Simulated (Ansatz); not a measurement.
Cu Kα1 powder pattern (kinematic, no thermal factors).
| 2θ (°) | relative intensity |
| --- | --- |
| 26.53 | 80 |
| 31.32 | 18 |
| 33.01 | 9 |
| 42.84 | 100 |
| 46.84 | 52 |
| 54.64 | 11 |
| 57.43 | 3 |
| 57.90 | 3 |
| 58.49 | 11 |
| 65.34 | 29 |
| 69.25 | 5 |
| 74.77 | 9 |
| 75.58 | 9 |
| 77.15 | 3 |
| 77.56 | 1 |
| 84.19 | 30 |
| 87.02 | 9 |
| 87.81 | 18 |

The pattern is computed from a structure relaxed with DFT PBE, scalar-relativistic, plane waves, PAW in Ansatz. No spin polarisation. Its elements are Ge, Pt.

**Question.** Give the structure.

**Answer.** GePt.
Space group P6_3/mmc (No. 194). a = 3.876 Å, b = 3.876 Å, c = 5.423 Å, α = 90.00°, β = 90.00°, γ = 120.00°
```json
{"atom": "Ge", "site": "2c", "symmetry": "-6m2", "x": "0.3333", "y": "0.6667", "z": "0.2500"}
{"atom": "Pt", "site": "2a", "symmetry": "-3m.", "x": "0.0000", "y": "0.0000", "z": "0.0000"}
```

A pattern alone doesn't exclude other cells with like lines; this is the one computed.

The cell was found from a structure generator's guess, not taken from experiment.
